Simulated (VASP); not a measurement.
Runs of VASP 6.6.1 on H. Symmetry: I4/mmm, No. 139, tetragonal system. Conventional cell: a = 3.383 Å, b = 3.383 Å, c = 4.117 Å, α = 90.00°, β = 90.00°, γ = 90.00°. H (site symmetry 4mm) is surrounded by 1 H at 0.74 Å. 

```csv
task,cell,gap on the mesh (eV),pressure (GPa),largest force (eV/Å)
electric field gradients,"volume scaled by 1.04, PAW files",9.64,(b),0.34
single point,volume scaled by 1.02,9.65,-0.3,0.18
single point,as given,(a),0.0,-
electric field gradients,"volume scaled by 1.02, PAW files",9.65,-0.3,0.18
```

Alike in all rows: level r2SCAN; potentials or basis VASP PAW PBE potentials, release 64 (H); no spin polarisation; k mesh 12 × 12 × 12; cutoff (eV) 520; smearing fermi-dirac 0.01 eV.

Question: Estimate the missing entries.

Answer: (a) 9.67; (b) -0.6.

Caveats: the PAW data sets were made with another functional, which shifts forces and pressure a little.

A k mesh can miss the band edges.
